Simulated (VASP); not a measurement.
# FeO (Wuestite) (R-3m) in VASP: relaxation of cell and atoms with r2SCAN+rVV10

Aim: the relaxation of cell and atoms of FeO (Wuestite) with r2SCAN+rVV10.

All numbers are computed with VASP 6.6.1; they aren't measurements. Logs are shortened: lines on timing, memory, paths and dates and some standing lists are left out, and cuts for length are marked.

## 1. The crystal as given

It takes space group R-3m (No. 166, trigonal). The conventional cell has a = 3.038 Å, b = 3.038 Å, c = 7.559 Å, α = 90.00°, β = 90.00°, γ = 120.00°. Around Fe (site symmetry -3m) lie 6 O at 2.16 Å. O (site symmetry -3m) is surrounded by 6 Fe at 2.16 Å.

## 2. Relaxation of cell and atoms, r2SCAN+rVV10, collinear spin, ferromagnetic start

INCAR reads:

```
SYSTEM = FeO
  ALGO = Normal
  BPARAM = 11.95
  CPARAM = 0.0093
  EDIFF = 1E-7
  EDIFFG = -0.02
  ENCUT = 600
  IBRION = 2
  ISIF = 3
  ISMEAR = 0
  ISPIN = 2
  IVDW_NL = 2
  LASPH = .TRUE.
  LCHARG = .FALSE.
  LMAXMIX = 4
  LMIXTAU = .TRUE.
  LORBIT = 11
  LREAL = .FALSE.
  LUSE_VDW = .TRUE.
  LWAVE = .FALSE.
  MAGMOM = 3 0
  METAGGA = R2SCAN
  NELM = 150
  NSW = 40
  PREC = Accurate
  SIGMA = 0.05
```

KPOINTS reads:

```
k-points
0
G
  8 8 8
  0 0 0
```

POSCAR reads:

```
FeO
1.0
    1.5188209023      0.8768916568      2.5195772846
   -1.5188209023      0.8768916568      2.5195772846
    0.0000000000     -1.7537833136      2.5195772846
Fe O
1 1
Direct
    0.0000000000      0.0000000000      0.0000000000
    0.5000000000      0.5000000000      0.5000000000
```

Potentials or basis: VASP PAW PBE potentials, release 64 (Fe, O).

The run is started by

```console
cat potpaw_PBE.64/Fe/POTCAR potpaw_PBE.64/O/POTCAR > POTCAR
mpirun -np 1 vasp_std > vasp.out
```

OUTCAR:

```text
SYSTEM = FeO
   BPARAM = 11.95
   EDIFF = 1E-7
   EDIFFG = -0.02
   ENCUT = 600
   IBRION = 2
   ISIF = 3
   ISMEAR = 0
   ISPIN = 2
   IVDW_NL = 2
   LASPH = .TRUE.
   LORBIT = 11
   LREAL = .FALSE.
   METAGGA = R2SCAN
   NELM = 150
   NSW = 40
   PREC = Accurate

 ion  position               nearest neighbor table
   1  0.000  0.000  0.000-   2 2.16   2 2.16   2 2.16   2 2.16   2 2.16   2 2.16
   2  0.500  0.500  0.500-   1 2.16   1 2.16   1 2.16   1 2.16   1 2.16   1 2.16

  LATTYP: Found a trigonal (rhomboedric) cell.
 ALAT       =     3.0698575869
 COS(alpha) =     0.5104391626

  Lattice vectors:

 A1 = (   1.5188209023,   0.8768916568,   2.5195772846)
 A2 = (  -1.5188209023,   0.8768916568,   2.5195772846)
 A3 = (   0.0000000000,  -1.7537833136,   2.5195772846)

Analysis of symmetry for initial positions (statically):
=====================================================================
 Subroutine PRICEL returns:
 Original cell was already a primitive cell.

 Routine SETGRP: Setting up the symmetry group for a
 trigonal (rhombohedral) supercell.

 Subroutine GETGRP returns: Found 12 space group operations
 (whereof 12 operations were pure point group operations)
 out of a pool of 12 trial point group operations.

The static configuration has the point symmetry D_3d.

Analysis of symmetry for dynamics (positions and initial velocities):
=====================================================================
 Subroutine PRICEL returns:
 Original cell was already a primitive cell.

 Routine SETGRP: Setting up the symmetry group for a
 trigonal (rhombohedral) supercell.

 Subroutine GETGRP returns: Found 12 space group operations
 (whereof 12 operations were pure point group operations)
 out of a pool of 12 trial point group operations.

The dynamic configuration has the point symmetry D_3d.

Analysis of structural, dynamic, and magnetic symmetry:
=====================================================================
 Subroutine PRICEL returns:
 Original cell was already a primitive cell.

 Routine SETGRP: Setting up the symmetry group for a
 trigonal (rhombohedral) supercell.

 Subroutine GETGRP returns: Found 12 space group operations
 (whereof 12 operations were pure point group operations)
 out of a pool of 12 trial point group operations.

The overall configuration has the point symmetry D_3d.

 Subroutine INISYM returns: Found 12 space group operations
 (whereof 12 operations are pure point group operations),
 and found     1 'primitive' translations

----------------------------------------------------------------------------------------

                                     Primitive cell

  volume of cell :      20.1341

  direct lattice vectors                    reciprocal lattice vectors
     1.518820902  0.876891657  2.519577285     0.329202738  0.190065290  0.132297324
    -1.518820902  0.876891657  2.519577285    -0.329202738  0.190065290  0.132297324
     0.000000000 -1.753783314  2.519577285     0.000000000 -0.380130579  0.132297324

  length of vectors
     3.069857587  3.069857587  3.069857587     0.402494521  0.402494521  0.402494521

  position of ions in fractional coordinates (direct lattice)
     0.000000000  0.000000000  0.000000000
     0.500000000  0.500000000  0.500000000

  ion indices of the primitive-cell ions
   primitive index   ion index
                 1           1
                 2           2

----------------------------------------------------------------------------------------

 KPOINTS: k-points

Automatic generation of k-mesh.
 Grid dimensions read from file:
 generate k-points for:    8    8    8

 Generating k-lattice:

  Cartesian coordinates                     Fractional coordinates (reciprocal lattice)
     0.041150342  0.023758161  0.016537166     0.125000000 -0.000000000  0.000000000
    -0.041150342  0.023758161  0.016537166    -0.000000000  0.125000000  0.000000000
     0.000000000 -0.047516322  0.016537166     0.000000000  0.000000000  0.125000000

  Length of vectors
     0.050311815  0.050311815  0.050311815

  Shift w.r.t. Gamma in fractional coordinates (k-lattice)
     0.000000000  0.000000000  0.000000000

 Subroutine IBZKPT returns following result:
 ===========================================

 Found     65 irreducible k-points:

 Following reciprocal coordinates:
            Coordinates               Weight
  0.000000  0.000000  0.000000      1.000000
  0.125000  0.000000  0.000000      6.000000
  0.250000  0.000000  0.000000      6.000000
  0.375000  0.000000  0.000000      6.000000
  0.500000  0.000000  0.000000      3.000000
  0.125000  0.125000  0.000000      6.000000
[... 16 lines left out ...]
  0.250000  0.125000  0.125000      6.000000
  0.375000  0.125000  0.125000      6.000000
 [... further k-points ...]
   k-points           NKPTS =     65   k-points in BZ     NKDIM =     65   number of bands    NBANDS=     13
   number of dos      NEDOS =    301   number of ions     NIONS =      2
   total plane-waves  NPLWV =  21952
   dimension x,y,z NGX =    28 NGY =   28 NGZ =   28
   dimension x,y,z NGXF=    56 NGYF=   56 NGZF=   56
   ions per type =               1   1
   NGX,Y,Z   is equivalent  to a cutoff of  15.16, 15.16, 15.16 a.u.
   NGXF,Y,Z  is equivalent  to a cutoff of  30.33, 30.33, 30.33 a.u.
 SYSTEM =  FeO
   PREC   = accura    normal or accurate (medium, high low for compatibility)
   ISTART =      0    job   : 0-new  1-cont  2-samecut
   ICHARG =      2    charge: 1-file 2-atom 10-const
   ISPIN  =      2    spin polarized calculation?
   LNONCOLLINEAR =      F non collinear calculations
   LSORBIT =      F    spin-orbit coupling
   LASPH  =      T    aspherical Exc in radial PAW
   ENCUT  =  600.0 eV  44.10 Ry    6.64 a.u.   6.13  6.13  6.13*2*pi/ulx,y,z
   NELM   =    150;   NELMIN=  2; NELMDL= -5     # of ELM steps
   EDIFF  = 0.1E-06   stopping-criterion for ELM
   LREAL  =      F    real-space projection
   EDIFFG = -.2E-01   stopping-criterion for IOM
   NSW    =     40    number of steps for IOM
   IBRION =      2    ionic relax: 0-MD 1-quasi-New 2-CG
   NFREE  =      1    steps in history (QN), initial steepest desc. (CG)
   ISIF   =      3    stress and relaxation
   ISYM   =      2    0-nonsym 1-usesym 2-fastsym
   POTIM  = 0.5000    time-step for ionic-motion
   TEBEG  =    0.0;   TEEND  =   0.0 temperature during run
   PSTRESS=    0.0 pullay stress
   NELECT =      14.0000    total number of electrons
   NUPDOWN=      -1.0000    fix difference up-down
   EMIN   =  10.00;   EMAX   =-10.00  energy-range for DOS
   EFERMI =   0.00;   METHOD = LEGACY
   ISMEAR =     0;   SIGMA  =   0.05  broadening in eV -4-tet -1-fermi 0-gaus
   EFERMI_NEDOS =   21; number of points for ismear=-14 and -15
   IALGO  =     38    algorithm
   IMIX   =      4    mixing-type and parameters
     AMIX     =   0.40;   BMIX     =  1.00
     AMIX_MAG =   1.60;   BMIX_MAG =  1.00
  volume/ion in A,a.u.               =      10.07        67.94
  Fermi-wavevector in a.u.,A,eV,Ry     =   1.450353  2.740770 28.620176  2.103524
  Thomas-Fermi vector in A             =   2.567975
   LORBIT       =     11    0 simple, 1 ext, 2 COOP (PROOUT), +10 PAW based schemes
   METAGGA = R2SCAN    functional components
   LHFCALC =     F    Hartree Fock is set to
   AEXX    =    0.0000 exact exchange contribution
   IVDW_NL    =     2    kernel type
   BPARAM     =11.9500
   IVDW    =     0    specifies the selected vdW correction
   LEPSILON=     F    determine dielectric tensor
   LRPA    =     F    only Hartree local field effects (RPA)
 conjugate gradient relaxation of ions
 spin polarized calculation
 Gauss-broadening in eV      SIGMA  =   0.05
  energy-cutoff  :      600.00
  volume of cell :       20.13
 maximum number of plane-waves:       686
 NGX is ok and might be reduce to    28

--------------------------------------- Ionic step        1  -------------------------------------------

 number of electron      14.0000000 magnetization       4.0039037

 Free energy of the ion-electron system (eV)
  ---------------------------------------------------
  ext. energy  EPLUGINS =         0.00000000
  ---------------------------------------------------
  free energy    TOTEN  =       -22.45682328 eV

  energy without entropy =      -22.45459996  energy(sigma->0) =      -22.45571162

------------------------ aborting loop because EDIFF is reached ----------------------------------------

  FORCE on cell =-STRESS in cart. coord.  units (eV):
  Direction    XX          YY          ZZ          XY          YZ          ZX
  --------------------------------------------------------------------------------------
  -------------------------------------------------------------------------------------
  Total       -1.0304449     -1.0304449     -1.1987755      0.0000000      0.0000000     -0.0000000
  in kB      -81.9981241    -81.9981241    -95.3931054      0.0000000      0.0000000     -0.0000000
  external PRESSURE =     -86.4631178 kB  Pullay stress =       0.0000000 kB
[... 165 lines left out ...]
  energy  without entropy=      -22.4812366226  energy(sigma->0) =      -22.48209571

--------------------------------------- Ionic step        6  -------------------------------------------

 number of electron      14.0000001 magnetization       4.0000003

 Free energy of the ion-electron system (eV)
  ---------------------------------------------------
  ext. energy  EPLUGINS =         0.00000000
  ---------------------------------------------------
  free energy    TOTEN  =       -22.48324203 eV

  energy without entropy =      -22.48158780  energy(sigma->0) =      -22.48241492

 E-fermi :   7.0154     XC(G=0): -13.0529

 val. band max:        6.9999025064   @ k =  -0.3750   0.2500   0.0000
 cond. band min:       7.0525688409   @ k =   0.5000   0.2500   0.2500
 fundamental gap:      0.0526663345
 Fermi energy:         7.0153882152

 spin component 1

 k-point     1 :       0.0000    0.0000    0.0000
  band No.  band energies     occupation
      1     -15.6746      1.00000
      2       2.0267      1.00000
      3       2.0800      1.00000
      4       2.0800      1.00000
      5       2.1754      1.00000
      6       2.1754      1.00000
      7       2.3051      1.00000
      8       2.3291      1.00000
      9       2.3291      1.00000
     10       7.1501      0.00007
     11      22.7761      0.00000
     12      24.3094      0.00000
     13      24.4157      0.00000
[... 353 lines left out ...]
 k-point    24 :       0.3750    0.1250    0.1250
  band No.  band energies     occupation
      1     -14.8832      1.00000
      2      -1.5408      1.00000
      3      -0.4358      1.00000
      4       0.0070      1.00000
      5       2.5085      1.00000
      6       2.6386      1.00000
      7       3.2648      1.00000
      8       4.1081      1.00000
      9       5.5131      1.00000
     10      10.9919      0.00000
     11      17.2197      0.00000
     12      19.6323      0.00000
     13      22.0236      0.00000

 [... further k-points ...]

 spin component 2

 k-point     1 :       0.0000    0.0000    0.0000
  band No.  band energies     occupation
      1     -15.1235      1.00000
      2       2.9940      1.00000
      3       3.0160      1.00000
      4       3.0160      1.00000
      5       6.1664      1.00000
      6       6.1664      1.00000
      7       6.1918      1.00000
      8       7.5451      0.00000
      9       7.5451      0.00000
     10       8.2484      0.00000
     11      22.9936      0.00000
     12      25.5432      0.00000
     13      25.6207      0.00000
[... 353 lines left out ...]
 k-point    24 :       0.3750    0.1250    0.1250
  band No.  band energies     occupation
      1     -14.2824      1.00000
      2      -0.5555      1.00000
      3       1.4470      1.00000
      4       1.4744      1.00000
      5       6.8117      1.00000
      6       6.9191      0.99676
      7       7.3863      0.00000
      8       8.5423      0.00000
      9       9.9105      0.00000
     10      12.1304      0.00000
     11      18.4707      0.00000
     12      20.9669      0.00000
     13      23.4118      0.00000

 [... further k-points ...]

------------------------ aborting loop because EDIFF is reached ----------------------------------------

  FORCE on cell =-STRESS in cart. coord.  units (eV):
  Direction    XX          YY          ZZ          XY          YZ          ZX
  --------------------------------------------------------------------------------------
  -------------------------------------------------------------------------------------
  Total       -0.0099429     -0.0099429     -0.0348962      0.0000000      0.0000000      0.0000000
  in kB       -0.8271812     -0.8271812     -2.9031271      0.0000000      0.0000000      0.0000000
  external PRESSURE =      -1.5191632 kB  Pullay stress =       0.0000000 kB
[... 17 lines left out ...]
  FREE ENERGIE OF THE ION-ELECTRON SYSTEM (eV)
  ---------------------------------------------------
  free  energy   TOTEN  =       -22.4832420345 eV

  energy  without entropy=      -22.4815877970  energy(sigma->0) =      -22.48241492

 reached required accuracy - stopping structural energy minimisation

 total charge

# of ion       s       p       d       tot
------------------------------------------
    1        0.292   0.389   6.091   6.772
    2        1.553   3.500   0.000   5.053
--------------------------------------------------
tot          1.845   3.889   6.091  11.825

 magnetization (x)

# of ion       s       p       d       tot
------------------------------------------
    1        0.028   0.018   3.631   3.678
    2        0.032   0.254   0.000   0.287
--------------------------------------------------
tot          0.060   0.273   3.631   3.964
```

Wall time 17 min (1 thread of Intel Xeon 6975P-C (Granite Rapids), shared host); peak memory 0.33 GiB.

Results:

```
Free energy                                           : -22.4832 eV
Relaxed volume                                        : 9.63 Å³/atom
Relaxed cell                                          : a = 3.012 Å, b = 3.012 Å, c = 3.012 Å, α = 59.85°, β = 59.85°, γ = 59.85°
Space group after relaxing (to 0.05 Å)                : Fm-3m (No. 225)
Energy gained by relaxing                             : 13.2 meV/atom
Ionic steps                                           : 6
Pressure after relaxing                               : -0.2 GPa
Band gap on the k mesh                                : none (metal or under the smearing width)
Net moment                                            : 4.00 μB per cell
Site moments                                          : Fe +3.68; O +0.29 μB
Valence electrons inside the program's atomic spheres : Fe 6.77; O 5.05
```

The path:
```tsv
step	energy change (eV)	largest force (eV/Å)	pressure (GPa)	volume (Å³)
1	0.0000	0.0000	-8.65	20.13
2	-0.0102	0.0000	8.12	18.59
3	-0.0260	0.0000	0.09	19.24
4	-0.0260	0.0000	-0.11	19.25
5	-0.0261	0.0000	-0.11	19.26
6	-0.0264	0.0000	-0.15	19.26
```

Final structure:
```xyz
2
Lattice="1.5026 0.8675 2.4623 -1.5026 0.8675 2.4623 0.0000 -1.7351 2.4623" Properties=species:S:1:pos:R:3 pbc="T T T"
Fe    0.0000    0.0000    0.0000
O     0.0000    0.0000    3.6934
```

Caveat: the PAW data sets were made with another functional, which shifts forces and pressure a little; a cell with one magnetic atom can't hold antiferromagnetic order, which such compounds often take; semilocal functionals often make such compounds metallic where correlation or magnetic order opens a gap, which also shifts bond lengths.

## 3. For comparison

An earlier run on the cell as given: functional PBE; potentials or basis VASP PAW PBE potentials, release 64 (Fe, O); cutoff 520 eV; k mesh 11 × 11 × 11; occupations fermi-dirac, width 0.05 eV; collinear spin, ferromagnetic start; starting moments [3.0, 0.0] μB.

- Pressure: -1.1 GPa
- Band gap on the k mesh: none (metal or under the smearing width)
- Net moment: 4.00 μB per cell
- Site moments: Fe +3.62; O +0.30 μB
- Valence electrons inside the program's atomic spheres: Fe 6.72; O 4.99

## 4. How close it comes

Step 2. The cell as given is a measured one (10.07 Å³/atom); r2SCAN+rVV10 puts the equilibrium volume -4.3 % from it, thermal expansion not counted.
